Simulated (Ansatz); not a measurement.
# BN: the cost of one run

Method: DFT PBE+D3(BJ), scalar-relativistic, plane waves, PAW, in Ansatz 0.2.0.

### 1 Starting point

It takes space group Aem2 (No. 39, orthorhombic). Conventional cell: a = 23.495 Å, b = 2.503 Å, c = 4.332 Å, α = 90.00°, β = 90.00°, γ = 90.00°. Around B (site symmetry m) lie 3 N at 1.44 Å. N (site symmetry m) has 3 B at 1.44 Å as nearest neighbours.

Structure file:

```
CELL_PARAMETERS angstrom
2.50171 0.00000 0.00000
1.24929 2.16744 0.00000
0.00000 0.00000 23.49532
ATOMIC_POSITIONS crystal
B 0.49995 0.49995 0.42562
N 0.83335 0.83335 0.42562
B 0.99995 0.99995 0.57438
N 0.33335 0.33335 0.57438
```

Two layers cut from the bulk, bulk lattice in the plane.

### 2 Relaxing the atoms

The input, input.yaml:

```yaml
crystal:
  lattice:
    - [2.50170625, 0.0, 0.0]
    - [1.24929469, 2.16744018, 0.0]
    - [0.0, 0.0, 23.4953159053]
  atoms:
    - { symbol: B, position: [0.49995135, 0.49995135, 0.4256167502] }
    - { symbol: "N", position: [0.83334866, 0.83334866, 0.4256167502] }
    - { symbol: B, position: [0.99995135, 0.99995135, 0.5743832498] }
    - { symbol: "N", position: [0.33334866, 0.33334866, 0.5743832498] }
basis:
  ecutwfc: 420.0
  fft_grid_basis: typed
kpoints:
  mp_grid: { grid: [12, 12, 1] }
hamiltonian:
  xc: pbe
  dispersion: d3bj
scf:
  occupations: { method: gaussian, width: 0.05 }
output:
  forces: true
  eigenvalues: true
efield:
  axis: 3
  dipole_correction: true
  ramp_width: 0.04
relax:
  adjacent_minimum: "off"
  f_tol: 0.04
  max_steps: 40
```

Run with:

```
ansatz run input.yaml --threads 1 --pin off --max-ram 2211MiB --backend cpu --events-out ev --progress --plain --runs-dir out
```

**Question.** How long does this run take on 1 thread of Intel Xeon Platinum 8259CL at 2.50GHz (Skylake/Cascade Lake), shared host, and how much memory does it need?

About 12 s, with a peak of 0.47 GiB.
